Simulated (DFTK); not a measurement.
## V in DFTK: convergence with k mesh

The system is V.

```
CELL_PARAMETERS angstrom
2.62293 0.00000 0.00000
-0.87431 2.47292 0.00000
-0.87431 -1.23646 2.14161
ATOMIC_POSITIONS crystal
V 0.00000 0.00000 0.00000
```

* Program: DFTK 0.8.2
* Task: convergence study
* Functional: LDA
* Potentials or basis: cp2k.nc.sr.lda.v0_1.largecore.gth (LDA, GTH, large core)
* Cutoff: 1197 eV
* k mesh: 2 × 2 × 2
* Occupations: fermi-dirac, width 0.05 eV
* Spin: collinear spin, ferromagnetic start
* Starting moments: [2.0] μB

These are the settings of the first run; the series varies k mesh, with any setting tied to it.

Hardware: 1 thread of Intel(R) Xeon(R) Platinum 8488C (Sapphire Rapids) (shared host).

```csv
k mesh,"energy less the tightest run, at zero smearing (meV/atom)",absolute moment (μB),SCF cycles
2 × 2 × 2,-245.42,0.55,25
4 × 4 × 4,-17.17,2.66,36
5 × 5 × 5,-22.73,2.78,27
7 × 7 × 7,-12.43,2.75,19
9 × 9 × 9,8.58,2.75,21
11 × 11 × 11,-2.66,2.77,17
13 × 13 × 13,-1.01,2.75,19
16 × 16 × 16,0.00,2.76,18
```

Against the tightest run, the absolute moment stays within 0.02 μB from 5 × 5 × 5 on. Not settled before the last step: the energy (to 1 meV/atom). Meshes of other sizes hit other points, so gaps and Fermi surfaces needn't settle smoothly. The tightest run that finished is the yardstick and may itself not be fully converged.

Caveat, for the tightest run too: the cutoff is short for these potentials, so energies and forces aren't converged, fitted volumes are rough and the log's stress (off by 3 to 10 GPa or more in trials) isn't used; this set keeps more shells in the core, which shifts pressures and gaps.
